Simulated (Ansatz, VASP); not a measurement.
## One calculation of Bi, two programs

Contents of INCAR:

```
SYSTEM = Bi
  PREC = Accurate
  ENCUT = 520
  EDIFF = 1E-7
  ISMEAR = 0
  SIGMA = 0.1
  LREAL = .FALSE.
  LASPH = .TRUE.
  NELM = 100
  ALGO = Normal
  ISIF = 2
  LWAVE = .FALSE.
  LCHARG = .FALSE.
  GGA = PS
  NBANDS = 22
```

The input KPOINTS:

```
regular mesh
0
G
  14 10 10
  0 0 0
```

File POSCAR:

```
Bi
1.0
    3.2613821347      0.0000000000      0.0170618828
    0.0000000000      4.6993291652      0.0000000000
   -0.0165720351      0.0000000000      4.6479745276
Bi
2
Direct
    0.9820026315      0.7500000000      0.7365848121
    0.0179973685      0.2500000000      0.2634151879
```

Input for Ansatz:

```yaml
crystal:
  lattice:
    - [3.2613821347, 0.0, 0.0170618828]
    - [0.0, 4.6993291652, 0.0]
    - [-0.0165720351, 0.0, 4.6479745276]
  atoms:
    - { symbol: Bi, position: [0.9820026315, 0.75, 0.7365848121] }
    - { symbol: Bi, position: [0.0179973685, 0.25, 0.2634151879] }
basis:
  ecutwfc: 420
kpoints:
  mp_grid: { grid: [14, 10, 10] }
hamiltonian:
  xc: pbesol
scf:
  occupations: { method: gaussian, width: 0.1 }
output:
  forces: true
  stress: true
  eigenvalues: true
  populations: true
```

Alike in both runs: task single point; functional PBEsol; k mesh 14 × 10 × 10; occupations gaussian, width 0.1 eV; no spin polarisation.

|  | VASP | Ansatz |
| --- | --- | --- |
| version | VASP 6.6.1 | Ansatz 0.2.0 |
| potentials or method | VASP PAW PBE potentials, release 64 (Bi_d) | scalar-relativistic, plane waves, PAW |
| plane-wave cutoff (eV) | 520 | 420 |
| valence electrons in the cell | 30 | 30 |

VASP gave:

| Item | Value |
| --- | --- |
| gap on the k mesh at the Fermi level (eV) | none |
| pressure (GPa) | -2.7 |
| largest component of the traceless stress (GPa) | 0.96 |
| rms of the force components (eV/Å) | 0.055 |

**Question.** Estimate Ansatz's values.

**Answer.** gap on the k mesh at the Fermi level (eV): none; pressure (GPa): -2.7; largest component of the traceless stress (GPa): 0.97; rms of the force components (eV/Å): 0.054.

Atom by atom the forces differ by 0.001 eV/Å (rms over components). A gap of «none» marks a metal or a gap that the smearing closes. With one functional, cell and mesh, what is left measures potentials, basis and numerics.

Caveats: the PAW data sets were made with another functional, which shifts forces and pressure a little (VASP); spin-orbit coupling is left out, which moves the levels of the heavy elements.
